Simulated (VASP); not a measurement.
# MgB2 (P6/mmm) in VASP: further runs

One crystal, MgB2, is run at these levels: PBE; tasks: optical spectrum.

Program: VASP 6.6.1. These are calculated values, not measurements. Logs are shortened: lines on timing, memory, paths and dates and some standing lists are left out, and cuts for length are marked.

## Step 1: The structure

It takes space group P6/mmm (No. 191, hexagonal). The conventional cell has a = 3.085 Å, b = 3.085 Å, c = 3.523 Å, α = 90.00°, β = 90.00°, γ = 120.00°. Mg (site symmetry 6/mmm) has 12 B at 2.51 Å as nearest neighbours. B (site symmetry -6m2) is surrounded by 3 B at 1.78 Å.

## Step 2: Optical spectrum, PBE

Contents of INCAR:

```
SYSTEM = MgB2
ALGO = Normal
CSHIFT = 0.1
EDIFF = 1E-6
ENCUT = 520
GGA = PE
ISIF = 2
ISMEAR = -1
LASPH = .TRUE.
LCHARG = .FALSE.
LOPTICS = .TRUE.
LREAL = .FALSE.
LWAVE = .FALSE.
NBANDS = 36
NEDOS = 1000
NELM = 100
PREC = Accurate
SIGMA = 0.05
```

Contents of KPOINTS:

```
k-points
0
G
  12 12 8
  0 0 0
```

Contents of POSCAR:

```
MgB2
1.0
    3.0850000000      0.0000000000      0.0000000000
   -1.5425000000      2.6716883707      0.0000000000
    0.0000000000      0.0000000000      3.5230000000
Mg B
1 2
Direct
    0.0000000000      0.0000000000      0.0000000000
    0.3333333333      0.6666666667      0.5000000000
    0.6666666667      0.3333333333      0.5000000000
```

Potentials or basis: VASP PAW PBE potentials, release 64 (Mg, B).

On the command line:

```bash
$ cat potpaw_PBE.64/Mg/POTCAR potpaw_PBE.64/B/POTCAR > POTCAR
$ mpirun -np 1 vasp_std > vasp.out
```

OUTCAR:

```text
SYSTEM = MgB2
   EDIFF = 1E-6
   ENCUT = 520
   GGA = PE
   ISIF = 2
   ISMEAR = -1
   LASPH = .TRUE.
   LREAL = .FALSE.
   NELM = 100
   PREC = Accurate

 ion  position               nearest neighbor table
   1  0.000  0.000  0.000-   2 2.51   3 2.51   2 2.51   3 2.51   3 2.51   3 2.51   2 2.51   2 2.51
                             3 2.51   3 2.51   2 2.51   2 2.51
   2  0.333  0.667  0.500-   3 1.78   3 1.78   3 1.78   1 2.51   1 2.51   1 2.51   1 2.51   1 2.51
                             1 2.51
   3  0.667  0.333  0.500-   2 1.78   2 1.78   2 1.78   1 2.51   1 2.51   1 2.51   1 2.51   1 2.51
                             1 2.51

  LATTYP: Found a hexagonal cell.
 ALAT       =     3.0850000000
 C/A-ratio  =     1.1419773096

  Lattice vectors:

 A1 = (   3.0850000000,   0.0000000000,   0.0000000000)
 A2 = (  -1.5425000000,   2.6716883707,   0.0000000000)
 A3 = (   0.0000000000,   0.0000000000,   3.5230000000)

Analysis of symmetry for initial positions (statically):
=====================================================================
 Subroutine PRICEL returns:
 Original cell was already a primitive cell.

 Routine SETGRP: Setting up the symmetry group for a
 hexagonal supercell.

 Subroutine GETGRP returns: Found 24 space group operations
 (whereof 24 operations were pure point group operations)
 out of a pool of 24 trial point group operations.

The static configuration has the point symmetry D_6h.

Analysis of symmetry for dynamics (positions and initial velocities):
=====================================================================
 Subroutine PRICEL returns:
 Original cell was already a primitive cell.

 Routine SETGRP: Setting up the symmetry group for a
 hexagonal supercell.

 Subroutine GETGRP returns: Found 24 space group operations
 (whereof 24 operations were pure point group operations)
 out of a pool of 24 trial point group operations.

The dynamic configuration has the point symmetry D_6h.

 Subroutine INISYM returns: Found 24 space group operations
 (whereof 24 operations are pure point group operations),
 and found     1 'primitive' translations

----------------------------------------------------------------------------------------

                                     Primitive cell

  volume of cell :      29.0371

  direct lattice vectors                    reciprocal lattice vectors
     3.085000000  0.000000000  0.000000000     0.324149109  0.187147575  0.000000000
    -1.542500000  2.671688371  0.000000000     0.000000000  0.374295150  0.000000000
     0.000000000  0.000000000  3.523000000     0.000000000  0.000000000  0.283848992

  length of vectors
     3.085000000  3.085000000  3.523000000     0.374295150  0.374295150  0.283848992

  position of ions in fractional coordinates (direct lattice)
     0.000000000  0.000000000  0.000000000
     0.333333333  0.666666667  0.500000000
     0.666666667  0.333333333  0.500000000

  ion indices of the primitive-cell ions
   primitive index   ion index
                 1           1
                 2           2
                 3           3

----------------------------------------------------------------------------------------

 KPOINTS: k-points

Automatic generation of k-mesh.
[... 88 lines left out ...]
  Fermi-wavevector in a.u.,A,eV,Ry     =   1.065255  2.013040 15.439462  1.134768
  Thomas-Fermi vector in A             =   2.200801
   LORBIT       =      0    0 simple, 1 ext, 2 COOP (PROOUT), +10 PAW based schemes
   GGA     = PE    functional components
   LHFCALC =     F    Hartree Fock is set to
   AEXX    =    0.0000 exact exchange contribution
   IVDW    =     0    specifies the selected vdW correction
   LEPSILON=     F    determine dielectric tensor
   LRPA    =     F    only Hartree local field effects (RPA)
 non-spin polarized calculation
  energy-cutoff  :      520.00
  volume of cell :       29.04
 maximum number of plane-waves:       806
 NGX is ok and might be reduce to    24
   NGX = 11   NGY = 11   NGZ = 13

 number of electron       8.0000000 magnetization

 Free energy of the ion-electron system (eV)
  ---------------------------------------------------
  ext. energy  EPLUGINS =         0.00000000
  ---------------------------------------------------
  free energy    TOTEN  =       -15.32405023 eV

  energy without entropy =      -15.31719953  energy(sigma->0) =      -15.32062488

 E-fermi :   5.2836     XC(G=0): -10.9111

 val. band max:        5.2816148463   @ k =   0.3333   0.1667   0.3750
 cond. band min:       5.2972516131   @ k =   0.4167   0.0000   0.3750
 fundamental gap:      0.0156367668
 Fermi energy:         5.2835989874

 k-point     1 :       0.0000    0.0000    0.0000
  band No.  band energies     occupation
      1      -7.1506      2.00000
      2       2.3290      2.00000
      3       5.6245      0.00219
      4       5.6245      0.00219
      5       6.9159      0.00000
      6      11.5632      0.00000
[... 433 lines left out ...]
      3       3.2380      2.00000
      4       3.5796      2.00000
      5       9.0507      0.00000
      6       9.9100      0.00000
[... 8 lines left out ...]
     15      25.4870      0.00000
     16      28.1975      0.00000

 [... further k-points ...]

 [bands above 16 left out]

------------------------ aborting loop because EDIFF is reached ----------------------------------------

  FORCE on cell =-STRESS in cart. coord.  units (eV):
  Direction    XX          YY          ZZ          XY          YZ          ZX
  --------------------------------------------------------------------------------------
  -------------------------------------------------------------------------------------
  Total       -0.2365736     -0.2365736     -0.2033499     -0.0000000     -0.0000000      0.0000000
  in kB      -13.0533877    -13.0533877    -11.2202094     -0.0000000     -0.0000000      0.0000000
  external PRESSURE =     -12.4423282 kB  Pullay stress =       0.0000000 kB

 VOLUME and BASIS-vectors are now :
 -----------------------------------------------------------------------------
  energy-cutoff  :      520.00
  volume of cell :       29.04
      direct lattice vectors                 reciprocal lattice vectors
     3.085000000  0.000000000  0.000000000     0.324149109  0.187147575  0.000000000
    -1.542500000  2.671688371  0.000000000     0.000000000  0.374295150  0.000000000
     0.000000000  0.000000000  3.523000000     0.000000000  0.000000000  0.283848992

 POSITION                                       TOTAL-FORCE (eV/Angst)
 -----------------------------------------------------------------------------------
      0.00000      0.00000      0.00000         0.000000      0.000000      0.000000
     -0.00000      1.78113      1.76150         0.000000      0.000000      0.000000
      1.54250      0.89056      1.76150        -0.000000     -0.000000     -0.000000
 -----------------------------------------------------------------------------------
    total drift:                                0.000000     -0.000000      0.000000

  FREE ENERGIE OF THE ION-ELECTRON SYSTEM (eV)
  ---------------------------------------------------
  free  energy   TOTEN  =       -15.3240502251 eV

  energy  without entropy=      -15.3171995304  energy(sigma->0) =      -15.32062488

 electrical conductivity sigma (Mega S m-1) (frequency dependency in vasprun.xml)
  --------------------------------------------------------------------------------------
       0.177       0.000       0.000
       0.000       0.177       0.000
      -0.000      -0.000       0.130

  frequency dependent IMAGINARY DIELECTRIC FUNCTION (independent particle, no local field effects) density-density
     E(ev)      X         Y         Z        XY        YZ        ZX
  --------------------------------------------------------------------------------------------------------------
     0.00000     0.00000     0.00000     0.00000     0.00000     0.00000     0.00000
     0.75932     1.53286     1.53286     0.02991    -0.00000     0.00000    -0.00000
     1.51865     3.82846     3.82846     0.07218     0.00000     0.00000    -0.00000
     2.27797     6.67283     6.67283     0.17216     0.00000     0.00000    -0.00000
     3.03729     2.92012     2.92012     0.39259     0.00000     0.00000    -0.00000
     3.79662     3.14847     3.14847     1.63168    -0.00000     0.00000     0.00000
[... 92 lines left out ...]
    74.41372     0.00017     0.00017     0.00018    -0.00000     0.00000    -0.00000
    75.17304     0.00016     0.00016     0.00017    -0.00000     0.00000    -0.00000

  frequency dependent      REAL DIELECTRIC FUNCTION (independent particle, no local field effects) density-density
     E(ev)        X           Y           Z          XY          YZ          ZX
  --------------------------------------------------------------------------------------------------------------
     0.00000    25.69824    25.69824     6.62923    -0.00000     0.00000    -0.00000
     0.75932     6.92798     6.92798     6.73974    -0.00000     0.00000    -0.00000
     1.51865    15.01912    15.01912     7.10936    -0.00000     0.00000    -0.00000
     2.27797     4.90039     4.90039     7.89684    -0.00000     0.00000    -0.00000
     3.03729     1.83764     1.83764     9.38765     0.00000     0.00000     0.00000
     3.79662     3.27339     3.27339    13.95610    -0.00000    -0.00000    -0.00000
[... 92 lines left out ...]
    74.41372     0.94037     0.94037     0.93974     0.00000    -0.00000     0.00000
    75.17304     0.94164     0.94164     0.94105     0.00000    -0.00000     0.00000

  frequency dependent IMAGINARY DIELECTRIC FUNCTION (independent particle, no local field effects) current-current
     E(ev)      X         Y         Z        XY        YZ        ZX
  --------------------------------------------------------------------------------------------------------------
     0.00000    81.83466    81.83466    14.84933    -0.00000     0.00000    -0.00000
     0.75932     2.97165     2.97165     1.54356    -0.00000     0.00000    -0.00000
     1.51865     5.96232     5.96232     0.87820    -0.00000    -0.00000     0.00000
     2.27797     6.98595     6.98595     0.78077    -0.00000     0.00000    -0.00000
     3.03729     2.94035     2.94035     0.94737     0.00000     0.00000    -0.00000
     3.79662     3.24508     3.24508     2.34061     0.00000    -0.00000    -0.00000
[... 92 lines left out ...]
    74.41372     0.00001     0.00001     0.00001     0.00000    -0.00000    -0.00000
    75.17304     0.00001     0.00001     0.00001     0.00000    -0.00000    -0.00000

  frequency dependent      REAL DIELECTRIC FUNCTION (independent particle, no local field effects) current-current
     E(ev)        X           Y           Z          XY          YZ          ZX
  --------------------------------------------------------------------------------------------------------------
     0.00000    11.50684    11.50684     6.62912    -0.00000     0.00000    -0.00000
     0.75932     7.02685     7.02685     6.73850    -0.00000     0.00000    -0.00000
     1.51865    14.66764    14.66764     7.10766    -0.00000     0.00000     0.00000
     2.27797     4.39048     4.39048     7.89224     0.00000     0.00000    -0.00000
     3.03729     1.73541     1.73541     9.37973     0.00000     0.00000     0.00000
     3.79662     3.09981     3.09981    13.91988     0.00000    -0.00000    -0.00000
[... 92 lines left out ...]
    74.41372     0.94039     0.94039     0.93974    -0.00000    -0.00000     0.00000
    75.17304     0.94167     0.94167     0.94105    -0.00000    -0.00000     0.00000
```

Run time: 38 s. Hardware: 1 thread of Intel Xeon Platinum 8488C (Sapphire Rapids), shared host; peak memory 0.23 GiB.

Results:

| Property | Result |
| --- | --- |
| Free energy | -15.3241 eV |
| Pressure | -1.2 GPa |
| Band gap on the k mesh | none (metal or under the smearing width) |

Stress tensor (GPa, compression positive):
```
-1.31  0.00  0.00
 0.00 -1.31  0.00
 0.00  0.00 -1.12
```

Dielectric function (mean over the directions given):
```tsv
energy (eV)	real part	imaginary part
0.30	12.15	11.81
1.29	10.23	0.85
2.35	6.25	4.43
3.34	5.92	2.77
4.40	11.95	7.86
5.47	5.34	4.70
6.45	8.46	10.40
7.52	-1.21	9.63
8.58	-3.82	4.34
9.57	-0.76	2.40
10.63	-0.74	3.19
11.62	-2.22	1.46
12.68	-0.83	0.72
13.74	-0.62	1.00
14.73	-0.80	0.81
15.79	-0.43	0.42
16.86	-0.12	0.47
17.84	-0.11	0.37
18.91	0.01	0.30
19.97	0.18	0.20
```

Caveat: spectra need much finer meshes, so this one isn't converged; independent-particle spectra lack excitons; the intraband (Drude) part of a metal's response may be missing.

## Step 3: Optical spectrum, PBE

INCAR is that of step 2.

Contents of KPOINTS:

```
k-points
0
G
  20 20 16
  0 0 0
```

POSCAR is that of step 2.

Potentials or basis: VASP PAW PBE potentials, release 64 (Mg, B).

On the command line:

```bash
$ cat potpaw_PBE.64/Mg/POTCAR potpaw_PBE.64/B/POTCAR > POTCAR
$ mpirun -np 1 vasp_std > vasp.out
```

OUTCAR:

```text
SYSTEM = MgB2
   EDIFF = 1E-6
   ENCUT = 520
   GGA = PE
   ISIF = 2
   ISMEAR = -1
   LASPH = .TRUE.
   LREAL = .FALSE.
   NELM = 100
   PREC = Accurate

 ion  position               nearest neighbor table
[... 809 lines left out ...]
     1.51908     7.70141     7.70141     6.97821    -0.00000    -0.00000    -0.00000
     2.27862     8.30480     8.30480     7.67993    -0.00000     0.00000    -0.00000
     3.03816     2.36036     2.36036     9.02311     0.00000    -0.00000    -0.00000
     3.79770     3.68752     3.68752    12.42097     0.00000     0.00000    -0.00000
[... 92 lines left out ...]
    74.43502     0.94083     0.94083     0.93965    -0.00000    -0.00000     0.00000
    75.19456     0.94209     0.94209     0.94096    -0.00000    -0.00000     0.00000

  frequency dependent IMAGINARY DIELECTRIC FUNCTION (independent particle, no local field effects) current-current
     E(ev)      X         Y         Z        XY        YZ        ZX
  --------------------------------------------------------------------------------------------------------------
     0.00000    93.09793    93.09793    14.59460     0.00000    -0.00000    -0.00000
     0.75954     4.43270     4.43270     1.51404    -0.00000    -0.00000    -0.00000
     1.51908     6.07298     6.07298     0.85432    -0.00000     0.00000     0.00000
     2.27862    11.88456    11.88456     0.76314    -0.00000    -0.00000    -0.00000
     3.03816     4.07599     4.07599     0.92131    -0.00000     0.00000    -0.00000
     3.79770     1.97428     1.97428     1.72491    -0.00000     0.00000    -0.00000
[... 92 lines left out ...]
    74.43502     0.00001     0.00001     0.00001     0.00000    -0.00000     0.00000
    75.19456     0.00001     0.00001     0.00001     0.00000    -0.00000     0.00000

  frequency dependent      REAL DIELECTRIC FUNCTION (independent particle, no local field effects) current-current
     E(ev)        X           Y           Z          XY          YZ          ZX
  --------------------------------------------------------------------------------------------------------------
     0.00000    14.38284    14.38284     6.53456     0.00000    -0.00000    -0.00000
     0.75954     2.89110     2.89110     6.63643     0.00000    -0.00000    -0.00000
     1.51908     7.01173     7.01173     6.97670    -0.00000    -0.00000    -0.00000
     2.27862     7.10986     7.10986     7.67289    -0.00000     0.00000    -0.00000
     3.03816     2.13515     2.13515     9.01116     0.00000     0.00000    -0.00000
     3.79770     3.62684     3.62684    12.40084     0.00000    -0.00000    -0.00000
[... 92 lines left out ...]
    74.43502     0.94085     0.94085     0.93965    -0.00000     0.00000     0.00000
    75.19456     0.94211     0.94211     0.94097    -0.00000     0.00000     0.00000
```

stdout:

```text
POSCAR found type information on POSCAR MgB
 POSCAR found :  2 types and       3 ions
 scaLAPACK will be used
 LDA part: xc-table for (Slater+PW92), standard interpolation
 POSCAR, INCAR and KPOINTS ok, starting setup
 FFT: planning ... GRIDC
 FFT: planning ... GRID_SOFT
 FFT: planning ... GRID
 WAVECAR not read
 entering main loop
 optical routines
 imaginary and real dielectric function
 recalculating local potential from charge density
 direction            1
 direction            2
 direction            3
```

Run time: 2.5 min. Hardware: 1 thread of Intel Xeon Platinum 8488C (Sapphire Rapids), shared host; peak memory 0.54 GiB.

What came out:

```
Free energy            : -15.3252 eV
Pressure               : -1.3 GPa
Band gap on the k mesh : none (metal or under the smearing width)
```

Dielectric function (mean over the directions given):
| energy (eV) | real part | imaginary part |
| --- | --- | --- |
| 0.30 | 15.53 | 12.59 |
| 1.29 | 9.33 | 2.85 |
| 2.35 | 6.44 | 7.62 |
| 3.34 | 5.55 | 2.37 |
| 4.41 | 10.26 | 4.94 |
| 5.47 | 2.24 | 6.58 |
| 6.46 | 7.69 | 8.77 |
| 7.52 | -2.58 | 9.21 |
| 8.58 | -2.19 | 5.98 |
| 9.57 | -1.44 | 3.48 |
| 10.63 | -1.77 | 2.56 |
| 11.62 | -1.35 | 1.67 |
| 12.68 | -1.10 | 1.19 |
| 13.75 | -0.67 | 1.02 |
| 14.74 | -0.73 | 0.70 |
| 15.80 | -0.31 | 0.52 |
| 16.86 | -0.22 | 0.36 |
| 17.85 | -0.09 | 0.37 |
| 18.91 | 0.09 | 0.31 |
| 19.98 | 0.18 | 0.24 |

Caveat: independent-particle spectra lack excitons; the intraband (Drude) part of a metal's response may be missing.
